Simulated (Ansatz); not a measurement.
The calculation used Ansatz, DFT PBE, scalar-relativistic, plane waves, PAW. Settings: cutoff 420 eV, Γ-centred meshes spaced at most about 0.3 Å⁻¹, and about 0.25 Å⁻¹ or finer for metals (2π included), Gaussian smearing. No spin polarisation.

Temperature and zero-point effects are left out.

Two forms of In3Sb2As were relaxed alike.

A.

```yaml
crystal:
  lattice:
    - [4.57829, 0.00000, 0.00000]
    - [-2.28914, 3.96491, 0.00000]
    - [0.00000, 0.00000, 22.58992]
  atoms:
    - { symbol: In, position: [0.66667, 0.33333, 0.17294] }
    - { symbol: In, position: [0.66667, 0.33333, 0.50043] }
    - { symbol: In, position: [0.66667, 0.33333, 0.82742] }
    - { symbol: In, position: [0.33333, 0.66667, 0.00043] }
    - { symbol: In, position: [0.33333, 0.66667, 0.32742] }
    - { symbol: In, position: [0.33333, 0.66667, 0.67294] }
    - { symbol: Sb, position: [0.66667, 0.33333, 0.62742] }
    - { symbol: Sb, position: [0.66667, 0.33333, 0.95516] }
    - { symbol: Sb, position: [0.33333, 0.66667, 0.12742] }
    - { symbol: Sb, position: [0.33333, 0.66667, 0.45516] }
    - { symbol: As, position: [0.66667, 0.33333, 0.29213] }
    - { symbol: As, position: [0.33333, 0.66667, 0.79213] }
```

B.

```yaml
crystal:
  lattice:
    - [4.54776, 0.00000, 0.00000]
    - [1.49929, 5.92850, 0.00000]
    - [0.96691, 2.83499, 7.74497]
  atoms:
    - { symbol: In, position: [0.68033, 0.69365, 0.99337] }
    - { symbol: In, position: [0.94326, 0.46514, 0.75106] }
    - { symbol: In, position: [0.20917, 0.07120, 0.30265] }
    - { symbol: Sb, position: [0.09118, 0.98572, 0.99742] }
    - { symbol: Sb, position: [0.45158, 0.57669, 0.52491] }
    - { symbol: As, position: [0.62448, 0.33260, 0.30559] }
```

Question: Which is lower in energy, and by how much?

Answer: A is lower, by 111 meV/atom. A has Sb and As ordered on wurtzite sites, space group P6_3mc (No. 186), 34.2 Å³/atom and no gap on its mesh; B has space group P1 (No. 1), 34.8 Å³/atom and a gap of 0.17 eV. Counting As or Sb atoms around In (for each partner element, those within 1.25 times its shortest distance or 1.15 times the sum of covalent radii, where it is the nearest in units of that sum or under 1.3; a slash parts the counts of unlike sites), A has In 4 and B has In 3/4. Both come from invented guesses. The lowest form computed isn't among them: it has Sb and As ordered on zinc blende sites, space group P3m1 (No. 156), 34.2 Å³/atom and lies 10 meV/atom below the best shown.

Spin–orbit coupling, which can matter for Sb, is left out. Kohn–Sham gaps at this level usually fall short of measured ones. The missing spin–orbit coupling can work the other way here. The zero gap of P6_3mc may come from the functional, which often closes small gaps. Cells relaxed within their symmetry can be saddle points. Some types were kept out of the candidates beforehand, so the set may lack a known form.
